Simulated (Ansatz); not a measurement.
**AlRu: energy along a strain**

AlRu, Pm-3m, a = 2.992 Å (as given, not relaxed at this level: -2.0 GPa). The structure is a COD entry; whether it is the stable form wasn't checked. Ansatz: r2SCAN, PAW, 500 eV, Γ-centred 20×20×20 mesh on 2 atoms, Gaussian smearing 0.15 eV; no spin polarisation. Cell vectors (Å): 2.992 0.000 0.000; 0.000 2.992 0.000; 0.000 0.000 2.992. The cell is strained by x per cent times the pattern (0 0 0 0 1 0) in the order xx yy zz yz xz xy (engineering shears), with fractional coordinates held. y is the free energy over the start, V0 = 13.387 Å³/atom. Symmetry makes y even in x.

```
x (%) y (meV/atom)
-6.00             ?
-3.00          4.93
 0.00          0.00
 0.75          0.31
 1.50          1.23
 2.25          2.78
 3.75          7.70
 4.50         11.07
 5.25         15.06
```

Task: Fit y = c2 x² + c4 x⁴ to the other rows, get the stiffness along the pattern, and predict the missing energy.

Result: Least squares on the rows shown. y = 0.54854 x² − 8.0361×10⁻⁵ x⁴. The clamped-ion stiffness p·C·p = 2 × 5.485 eV × 160.2 / 13.387 Å³ = 131 GPa, which is C55 in these axes (C44 of the cubic crystal) (second derivative at the start, which stands under stress). At x = -6.00 the fit asked for gives 19.64 meV/atom. The run gave 19.64 meV/atom, the same to the digits shown.

Cost: 9 runs of about 6.1 core-minutes in all, on Intel Xeon Processor @ 2.70GHz (shared hosts).